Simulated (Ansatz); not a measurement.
**How the field gradients follow the size of the cell in BaTiO3**

Reference cell: a measured structure from the Crystallography Open Database (COD), whose atoms a relaxation with PBE at fixed cell left in place.

```
Ba Ti O
1.0
     4.00600    0.00000    0.00000
     0.00000    4.00600    0.00000
     0.00000    0.00000    4.00600
Ba Ti O
1 1 3
Direct
  0.50000 0.50000 0.50000
  0.00000 0.00000 0.00000
  0.50000 0.00000 0.00000
  0.00000 0.50000 0.00000
  0.00000 0.00000 0.50000
```

Sites (sets of like atoms) are named by element and the number of their first atom in this list.

Method: Kohn–Sham DFT in Ansatz, PBE, plane waves and PAW, scalar-relativistic, 420 eV cutoff, Γ-centred 8×8×8 k-points, Fermi–Dirac smearing 0.02 eV.

The cell is scaled uniformly, and the ions relax again at each size. Sites with gradients under 0.05 are left out.

```tsv
V/V₀	O V_zz (η)
0.94	2.05 (0.00)
0.96	2.23 (0.00)
0.98	2.42 (0.00)
1.00	2.60 (0.00)
1.02	2.77 (0.00)
1.04	?
1.06	3.09 (0.00)
```

Q: Fill in the row for V/V₀ = 1.04 (V_zz in 10²¹ V/m²).

A: O: 2.93 (0.00). Worked for O: a power law through the other 6 rows, |V_zz| = 2.57 × (V/V₀)^3.42, gives 2.93 at V/V₀ = 1.04, against 2.93 from the run (+0.1 %). Logarithmic slopes d ln|V_zz|/d ln V over the series: O 3.4. Point charges on a uniformly scaled lattice would give −1; charge that moves in the bonds makes the difference.

This high-symmetry form of BaTiO3 is unstable when cold, to polar off-centring of Ti. The symmetry of the cell holds that distortion back, wholly or in part, and it would change the field gradients, the more the larger the distortion.
